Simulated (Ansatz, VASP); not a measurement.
## SnO2 in VASP and in Ansatz

The input INCAR:

```
PREC = Accurate
ENCUT = 520
EDIFF = 1E-7
ISMEAR = 0
SIGMA = 0.05
LREAL = False
LASPH = True
NELM = 60
ALGO = Normal
ISIF = 2
LWAVE = False
LCHARG = False
GGA = PS
NBANDS = 20
```

The input KPOINTS:

```
regular mesh
0
Gamma
  12 12 12
```

The input POSCAR:

```
SnO2
1.0
    1.6856500000      0.9732104813      4.6455666667
   -1.6856500000      0.9732104813      4.6455666667
    0.0000000000     -1.9464209625      4.6455666667
Sn O
1 2
Direct
    0.5000000000      0.5000000000      0.5000000000
    0.2414378084      0.2414378084      0.2414378084
    0.7585621916      0.7585621916      0.7585621916
```

Input for Ansatz:

```yaml
crystal:
  lattice:
    - [1.68565, 0.9732104813, 4.6455666667]
    - [-1.68565, 0.9732104813, 4.6455666667]
    - [0.0, -1.9464209625, 4.6455666667]
  atoms:
    - { symbol: Sn, position: [0.5, 0.5, 0.5] }
    - { symbol: O, position: [0.2414378084, 0.2414378084, 0.2414378084] }
    - { symbol: O, position: [0.7585621916, 0.7585621916, 0.7585621916] }
basis:
  ecutwfc: 520.0
kpoints:
  mp_grid: { grid: [12, 12, 12] }
hamiltonian:
  xc: pbesol
  pseudopotentials: { kind: paw, azcp: { folder: soft_1 } }
scf:
  occupations: { method: gaussian, width: 0.05 }
output:
  forces: true
  stress: true
  eigenvalues: true
```

Alike in both runs: task single point; functional PBEsol; k mesh 12 × 12 × 12; occupations gaussian, width 0.05 eV; no spin polarisation.

|  | VASP | Ansatz |
| --- | --- | --- |
| version | VASP 6.6.1 | Ansatz 0.2.0 |
| potentials or method | VASP PAW PBE potentials, release 64 (Sn_d, O) | scalar-relativistic, plane waves, PAW |
| plane-wave cutoff (eV) | 520 | 520 |
| valence electrons in the cell | 26 | 26 |

Ansatz gave:

- gap on the k mesh at the Fermi level (eV): 0.91
- least direct gap on the mesh (eV): 0.91
- pressure (GPa): -17.4
- largest component of the traceless stress (GPa): 6.74
- rms of the force components (eV/Å): 0.596

Question: Estimate VASP's values.

Answer: gap on the k mesh at the Fermi level (eV): 0.89; least direct gap on the mesh (eV): 0.89; pressure (GPa): -17.0; largest component of the traceless stress (GPa): 6.43; rms of the force components (eV/Å): 0.576.

Atom by atom the forces differ by 0.020 eV/Å (rms over components). With one functional, cell and mesh, what is left measures potentials, basis and numerics. Ansatz warned: «pseudo_functional_mismatch».

Caveats: so large a pressure means that the cell lies far from this level's equilibrium, or that cutoff or potentials fall short (VASP); the potentials were made for another functional, which shifts forces and pressure (VASP); spin-orbit coupling is left out, which moves the levels of the heavy elements. A k mesh can miss the band edges.
